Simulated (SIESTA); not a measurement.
# TiO2 in SIESTA: the effect of functional

Crystal: TiO2.

```
Ti O
1.0
     4.59984    0.00000    0.00000
     0.00000    4.59984    0.00000
     0.00000    0.00000    2.95921
Ti O
2 4
Direct
  0.00000 0.00000 0.50000
  0.50000 0.50000 0.00000
  0.30432 0.30432 0.50000
  0.19568 0.80432 0.00000
  0.80432 0.19568 0.00000
  0.69568 0.69568 0.50000
```

The cell is a database's computed one.

Alike in all runs:

* Program: SIESTA 5.4.2
* Task: band structure
* Basis: DZP (energy shift 0.003 Ry; two zetas on semicore shells)
* Grid cutoff: 800 Ry
* Energy shift: 0.003 Ry
* k mesh: 6 × 6 × 9
* Occupations: fermi-dirac, width 0.05 eV
* Spin: no spin polarisation

```csv
functional,potentials or basis,gap on the mesh (eV),pressure (GPa),largest force (eV/Å)
PBEsol,PseudoDojo 0.4 standard (PBEsol files),1.72,0.4,0.01
AM05,PseudoDojo 0.4 standard (PBEsol files),1.72,1.0,0.03
BLYP,PseudoDojo 0.4 standard (PBE files),?,?,?
vdW-DF-cx,PseudoDojo 0.4 standard (PBE files),1.76,2.1,0.05
LDA,PseudoDojo 0.4 standard (LDA files),1.68,-5.3,0.06
```

**Question.** What does the run with functional BLYP give?

**Answer.** gap on the mesh 1.76 eV; pressure 13.9 GPa; largest force 0.15 eV/Å.

Caveats: the basis of atomic orbitals isn't converged, which shifts pressures, moduli and gaps; the potentials were made for another functional, which shifts forces and pressure (some runs).

